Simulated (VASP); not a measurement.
# GaSb (F-43m) in VASP: further runs

GaSb is run at these levels: PBE; tasks: single point.

Everything below comes from runs of VASP 6.6.1. Logs are shortened: lines on timing, memory, paths and dates and some standing lists are left out, and cuts for length are marked.

**Experimental background.**

From a printed reference work, data compilation, for a bulk crystal of GaSb at 4.2 K: band gap 0.811 eV (direct).

The runs below are set against these values where they give the same quantity.

## 1. The cell of the first run

It takes space group F-43m (No. 216, cubic). The conventional cell has a = 6.118 Å, b = 6.118 Å, c = 6.118 Å, α = 90.00°, β = 90.00°, γ = 90.00°. Within 3.5 Å of Ga (site symmetry -43m) lie 4 Sb at 2.65 Å. Sb (site symmetry -43m) has 4 Ga at 2.65 Å within 3.5 Å.

## 2. Single point, PBE

Input file INCAR:

```
ALGO = Normal
EDIFF = 1E-6
ENCUT = 520
GGA = PE
ISIF = 2
ISMEAR = 0
LASPH = T
LCHARG = F
LREAL = F
LWAVE = F
NBANDS = 16
NELM = 100
PREC = Accurate
SIGMA = 0.1
```

Input file KPOINTS:

```
k-points
0
Gamma
  6 6 6
```

Input file POSCAR:

```
GaSb
1.0
    0.0000000000      3.0590000200      3.0590000200
    3.0590000200      0.0000000000      3.0590000200
    3.0590000200      3.0590000200      0.0000000000
Ga Sb
1 1
Direct
    0.0000000000      0.0000000000      0.0000000000
    0.2500000000      0.2500000000      0.2500000000
```

Potentials or basis: VASP PAW PBE potentials, release 64 (Ga_d, Sb).

The run is started by

```sh
$ cat potpaw_PBE.64/Ga_d/POTCAR potpaw_PBE.64/Sb/POTCAR > POTCAR
$ mpirun -np 1 vasp_std > vasp.out
```

OUTCAR:

```text
EDIFF = 1E-6
   ENCUT = 520
   GGA = PE
   ISIF = 2
   ISMEAR = 0
   LASPH = T
   LREAL = F
   NELM = 100
   PREC = Accurate

 ion  position               nearest neighbor table
   1  0.000  0.000  0.000-   2 2.65   2 2.65   2 2.65   2 2.65
   2  0.250  0.250  0.250-   1 2.65   1 2.65   1 2.65   1 2.65

  LATTYP: Found a face centered cubic cell.
 ALAT       =     6.1180000400

  Lattice vectors:

 A1 = (   0.0000000000,   3.0590000200,   3.0590000200)
 A2 = (   3.0590000200,   0.0000000000,   3.0590000200)
 A3 = (   3.0590000200,   3.0590000200,   0.0000000000)

Analysis of symmetry for initial positions (statically):
=====================================================================
 Subroutine PRICEL returns:
 Original cell was already a primitive cell.

 Routine SETGRP: Setting up the symmetry group for a
 face centered cubic supercell.

 Subroutine GETGRP returns: Found 24 space group operations
 (whereof 24 operations were pure point group operations)
 out of a pool of 48 trial point group operations.

The static configuration has the point symmetry T_d .

Analysis of symmetry for dynamics (positions and initial velocities):
=====================================================================
 Subroutine PRICEL returns:
 Original cell was already a primitive cell.

 Routine SETGRP: Setting up the symmetry group for a
 face centered cubic supercell.

 Subroutine GETGRP returns: Found 24 space group operations
 (whereof 24 operations were pure point group operations)
 out of a pool of 48 trial point group operations.

The dynamic configuration has the point symmetry T_d .

 Subroutine INISYM returns: Found 24 space group operations
 (whereof 24 operations are pure point group operations),
 and found     1 'primitive' translations

----------------------------------------------------------------------------------------

                                     Primitive cell

  volume of cell :      57.2491

  direct lattice vectors                    reciprocal lattice vectors
     0.000000000  3.059000020  3.059000020    -0.163452107  0.163452107  0.163452107
     3.059000020  0.000000000  3.059000020     0.163452107 -0.163452107  0.163452107
     3.059000020  3.059000020  0.000000000     0.163452107  0.163452107 -0.163452107

  length of vectors
     4.326079316  4.326079316  4.326079316     0.283107355  0.283107355  0.283107355

  position of ions in fractional coordinates (direct lattice)
     0.000000000  0.000000000  0.000000000
     0.250000000  0.250000000  0.250000000

  ion indices of the primitive-cell ions
   primitive index   ion index
                 1           1
                 2           2

----------------------------------------------------------------------------------------

 KPOINTS: k-points

Automatic generation of k-mesh.
 Grid dimensions read from file:
 generate k-points for:    6    6    6

 Generating k-lattice:

  Cartesian coordinates                     Fractional coordinates (reciprocal lattice)
    -0.027242018  0.027242018  0.027242018     0.166666667  0.000000000  0.000000000
     0.027242018 -0.027242018  0.027242018     0.000000000  0.166666667  0.000000000
     0.027242018  0.027242018 -0.027242018     0.000000000  0.000000000  0.166666667

  Length of vectors
     0.047184559  0.047184559  0.047184559

  Shift w.r.t. Gamma in fractional coordinates (k-lattice)
     0.000000000  0.000000000  0.000000000

 Subroutine IBZKPT returns following result:
 ===========================================

 Found     16 irreducible k-points:

 Following reciprocal coordinates:
            Coordinates               Weight
  0.000000  0.000000  0.000000      1.000000
  0.166667  0.000000  0.000000      8.000000
  0.333333  0.000000  0.000000      8.000000
  0.500000  0.000000  0.000000      4.000000
  0.166667  0.166667  0.000000      6.000000
  0.333333  0.166667  0.000000     24.000000
[... 8 lines left out ...]
 -0.333333  0.333333  0.166667     24.000000
 -0.333333  0.500000  0.166667     12.000000
   k-points           NKPTS =     16   k-points in BZ     NKDIM =     16   number of bands    NBANDS=     16
   number of dos      NEDOS =    301   number of ions     NIONS =      2
   total plane-waves  NPLWV =  32768
   dimension x,y,z NGX =    32 NGY =   32 NGZ =   32
   dimension x,y,z NGXF=    64 NGYF=   64 NGZF=   64
   ions per type =               1   1
   NGX,Y,Z   is equivalent  to a cutoff of  12.30, 12.30, 12.30 a.u.
   NGXF,Y,Z  is equivalent  to a cutoff of  24.59, 24.59, 24.59 a.u.
 SYSTEM =  unknown system
   PREC   = accura    normal or accurate (medium, high low for compatibility)
   ISTART =      0    job   : 0-new  1-cont  2-samecut
   ICHARG =      2    charge: 1-file 2-atom 10-const
   ISPIN  =      1    spin polarized calculation?
   LNONCOLLINEAR =      F non collinear calculations
   LSORBIT =      F    spin-orbit coupling
   LASPH  =      T    aspherical Exc in radial PAW
   ENCUT  =  520.0 eV  38.22 Ry    6.18 a.u.   8.04  8.04  8.04*2*pi/ulx,y,z
   NELM   =    100;   NELMIN=  2; NELMDL= -5     # of ELM steps
   EDIFF  = 0.1E-05   stopping-criterion for ELM
   LREAL  =      F    real-space projection
   EDIFFG = 0.1E-04   stopping-criterion for IOM
   NSW    =      0    number of steps for IOM
   IBRION =     -1    ionic relax: 0-MD 1-quasi-New 2-CG
   NFREE  =      0    steps in history (QN), initial steepest desc. (CG)
   ISIF   =      2    stress and relaxation
   ISYM   =      2    0-nonsym 1-usesym 2-fastsym
   POTIM  = 0.5000    time-step for ionic-motion
   TEBEG  =    0.0;   TEEND  =   0.0 temperature during run
   PSTRESS=    0.0 pullay stress
   NELECT =      18.0000    total number of electrons
   NUPDOWN=      -1.0000    fix difference up-down
   EMIN   =  10.00;   EMAX   =-10.00  energy-range for DOS
   EFERMI =   0.00;   METHOD = LEGACY
   ISMEAR =     0;   SIGMA  =   0.10  broadening in eV -4-tet -1-fermi 0-gaus
   EFERMI_NEDOS =   21; number of points for ismear=-14 and -15
   IALGO  =     38    algorithm
   IMIX   =      4    mixing-type and parameters
     AMIX     =   0.40;   BMIX     =  1.00
     AMIX_MAG =   1.60;   BMIX_MAG =  1.00
  volume/ion in A,a.u.               =      28.62       193.17
  Fermi-wavevector in a.u.,A,eV,Ry     =   1.113208  2.103657 16.860765  1.239231
  Thomas-Fermi vector in A             =   2.249790
   LORBIT       =      0    0 simple, 1 ext, 2 COOP (PROOUT), +10 PAW based schemes
   GGA     = PE    functional components
   LHFCALC =     F    Hartree Fock is set to
   AEXX    =    0.0000 exact exchange contribution
   IVDW    =     0    specifies the selected vdW correction
   LEPSILON=     F    determine dielectric tensor
   LRPA    =     F    only Hartree local field effects (RPA)
 non-spin polarized calculation
 Gauss-broadening in eV      SIGMA  =   0.10
  energy-cutoff  :      520.00
  volume of cell :       57.25
 maximum number of plane-waves:      1572
   NGX = 17   NGY = 17   NGZ = 17

 number of electron      17.9999986 magnetization

 Free energy of the ion-electron system (eV)
  ---------------------------------------------------
  ext. energy  EPLUGINS =         0.00000000
  ---------------------------------------------------
  free energy    TOTEN  =        -7.32164626 eV

  energy without entropy =       -7.32083482  energy(sigma->0) =       -7.32124054

 E-fermi :   4.9353     XC(G=0):  -9.0837

 val. band max:        4.9129459280   @ k =   0.0000   0.0000   0.0000
 cond. band min:       5.2790874887   @ k =   0.5000   0.0000   0.0000
 fundamental gap:      0.3661415607
 Fermi energy:         4.9353264656

 k-point     1 :       0.0000    0.0000    0.0000
  band No.  band energies     occupation
      1     -10.1634      2.00000
      2     -10.1634      2.00000
      3     -10.1634      2.00000
      4     -10.1138      2.00000
      5     -10.1138      2.00000
      6      -6.5988      2.00000
[... 8 lines left out ...]
     15      13.4661      0.00000
     16      13.4661      0.00000

 k-point     2 :       0.1667    0.0000    0.0000
  band No.  band energies     occupation
      1     -10.1704      2.00000
      2     -10.1603      2.00000
      3     -10.1603      2.00000
      4     -10.1141      2.00000
      5     -10.1141      2.00000
      6      -6.3168      2.00000
[... 8 lines left out ...]
     15      12.4790      0.00000
     16      12.4790      0.00000

 k-point     3 :       0.3333    0.0000    0.0000
  band No.  band energies     occupation
      1     -10.1841      2.00000
      2     -10.1549      2.00000
      3     -10.1549      2.00000
      4     -10.1140      2.00000
      5     -10.1140      2.00000
      6      -5.5652      2.00000
[... 8 lines left out ...]
     15      12.9806      0.00000
     16      12.9806      0.00000

 k-point     4 :       0.5000    0.0000    0.0000
  band No.  band energies     occupation
      1     -10.1909      2.00000
      2     -10.1527      2.00000
      3     -10.1527      2.00000
      4     -10.1135      2.00000
      5     -10.1135      2.00000
      6      -4.9735      2.00000
[... 8 lines left out ...]
     15      14.7686      0.00000
     16      14.7686      0.00000

 k-point     5 :       0.1667    0.1667    0.0000
  band No.  band energies     occupation
      1     -10.1758      2.00000
      2     -10.1574      2.00000
      3     -10.1574      2.00000
      4     -10.1163      2.00000
      5     -10.1128      2.00000
      6      -6.2205      2.00000
[... 8 lines left out ...]
     15      12.4405      0.00000
     16      13.8219      0.00000

 k-point     6 :       0.3333    0.1667    0.0000
  band No.  band energies     occupation
      1     -10.1870      2.00000
      2     -10.1526      2.00000
      3     -10.1516      2.00000
      4     -10.1179      2.00000
      5     -10.1122      2.00000
      6      -5.6081      2.00000
[... 8 lines left out ...]
     15      13.5836      0.00000
     16      14.0451      0.00000

 k-point     7 :       0.5000    0.1667    0.0000
  band No.  band energies     occupation
      1     -10.1939      2.00000
      2     -10.1504      2.00000
      3     -10.1489      2.00000
      4     -10.1166      2.00000
      5     -10.1129      2.00000
      6      -4.8387      2.00000
[... 8 lines left out ...]
     15      14.6621      0.00000
     16      14.8152      0.00000

 k-point     8 :      -0.3333    0.1667    0.0000
  band No.  band energies     occupation
      1     -10.1909      2.00000
      2     -10.1512      2.00000
      3     -10.1510      2.00000
      4     -10.1150      2.00000
      5     -10.1144      2.00000
      6      -5.0652      2.00000
[... 8 lines left out ...]
     15      13.1152      0.00000
     16      14.6537      0.00000

 k-point     9 :      -0.1667    0.1667    0.0000
  band No.  band energies     occupation
      1     -10.1802      2.00000
      2     -10.1569      2.00000
      3     -10.1547      2.00000
      4     -10.1156      2.00000
      5     -10.1136      2.00000
      6      -5.8688      2.00000
[... 8 lines left out ...]
     15      13.2227      0.00000
     16      13.3664      0.00000

 k-point    10 :       0.3333    0.3333    0.0000
  band No.  band energies     occupation
      1     -10.1980      2.00000
      2     -10.1451      2.00000
      3     -10.1451      2.00000
      4     -10.1224      2.00000
      5     -10.1107      2.00000
      6      -5.1633      2.00000
[... 8 lines left out ...]
     15      14.8900      0.00000
     16      15.4934      0.00000

 k-point    11 :       0.5000    0.3333    0.0000
  band No.  band energies     occupation
      1     -10.2029      2.00000
      2     -10.1433      2.00000
      3     -10.1419      2.00000
      4     -10.1226      2.00000
      5     -10.1110      2.00000
      6      -4.4537      2.00000
[... 8 lines left out ...]
     15      15.1849      0.00000
     16      15.6651      0.00000

 k-point    12 :      -0.3333    0.3333    0.0000
  band No.  band energies     occupation
      1     -10.1988      2.00000
      2     -10.1468      2.00000
      3     -10.1446      2.00000
      4     -10.1186      2.00000
      5     -10.1136      2.00000
      6      -4.3926      2.00000
[... 8 lines left out ...]
     15      12.9674      0.00000
     16      16.8829      0.00000

 k-point    13 :       0.5000    0.5000    0.0000
  band No.  band energies     occupation
      1     -10.2082      2.00000
      2     -10.1387      2.00000
      3     -10.1387      2.00000
      4     -10.1258      2.00000
      5     -10.1097      2.00000
      6      -4.1421      2.00000
[... 8 lines left out ...]
     15      15.6964      0.00000
     16      16.1722      0.00000

 k-point    14 :       0.5000    0.3333    0.1667
  band No.  band energies     occupation
      1     -10.1956      2.00000
      2     -10.1489      2.00000
      3     -10.1460      2.00000
      4     -10.1192      2.00000
      5     -10.1124      2.00000
      6      -4.9212      2.00000
[... 8 lines left out ...]
     15      13.9126      0.00000
     16      15.8705      0.00000

 k-point    15 :      -0.3333    0.3333    0.1667
  band No.  band energies     occupation
      1     -10.1987      2.00000
      2     -10.1482      2.00000
      3     -10.1435      2.00000
      4     -10.1184      2.00000
      5     -10.1136      2.00000
      6      -4.3913      2.00000
[... 8 lines left out ...]
     15      15.3127      0.00000
     16      15.5445      0.00000

 k-point    16 :      -0.3333    0.5000    0.1667
  band No.  band energies     occupation
      1     -10.2034      2.00000
      2     -10.1446      2.00000
      3     -10.1401      2.00000
      4     -10.1217      2.00000
      5     -10.1121      2.00000
      6      -4.1088      2.00000
[... 8 lines left out ...]
     15      14.9063      0.00000
     16      16.2351      0.00000

------------------------ aborting loop because EDIFF is reached ----------------------------------------

  FORCE on cell =-STRESS in cart. coord.  units (eV):
  Direction    XX          YY          ZZ          XY          YZ          ZX
  --------------------------------------------------------------------------------------
  -------------------------------------------------------------------------------------
  Total        0.8780785      0.8780785      0.8780785      0.0000000      0.0000000     -0.0000000
  in kB       24.5739789     24.5739789     24.5739789      0.0000000      0.0000000     -0.0000000
  external PRESSURE =      24.5739789 kB  Pullay stress =       0.0000000 kB

 VOLUME and BASIS-vectors are now :
 -----------------------------------------------------------------------------
  energy-cutoff  :      520.00
  volume of cell :       57.25
      direct lattice vectors                 reciprocal lattice vectors
     0.000000000  3.059000020  3.059000020    -0.163452107  0.163452107  0.163452107
     3.059000020  0.000000000  3.059000020     0.163452107 -0.163452107  0.163452107
     3.059000020  3.059000020  0.000000000     0.163452107  0.163452107 -0.163452107

 POSITION                                       TOTAL-FORCE (eV/Angst)
 -----------------------------------------------------------------------------------
      0.00000      0.00000      0.00000         0.000000      0.000000      0.000000
      1.52950      1.52950      1.52950        -0.000000     -0.000000     -0.000000
 -----------------------------------------------------------------------------------
    total drift:                                0.000002      0.000002      0.000002

  FREE ENERGIE OF THE ION-ELECTRON SYSTEM (eV)
  ---------------------------------------------------
  free  energy   TOTEN  =        -7.3216462648 eV

  energy  without entropy=       -7.3208348166  energy(sigma->0) =       -7.32124054
```

Run time: 9.7 s. Hardware: 1 thread of Intel Xeon 6975P-C (Granite Rapids), shared host; peak memory 0.17 GiB.

What came out:

```yaml
Free_energy: -7.3216 eV
Pressure: 2.5 GPa
Band_gap_on_the_k_mesh: 0.04 eV
```

Caveat: the smearing spreads over this small gap; semilocal functionals underestimate gaps, and a narrow one can read as zero; spin-orbit coupling is left out, which moves the levels of the heavy elements. A k mesh can miss the band edges.

(Part 1 of 2 ends here.)

The gap in the log of VASP goes by the Fermi energy; the results here count the filled bands.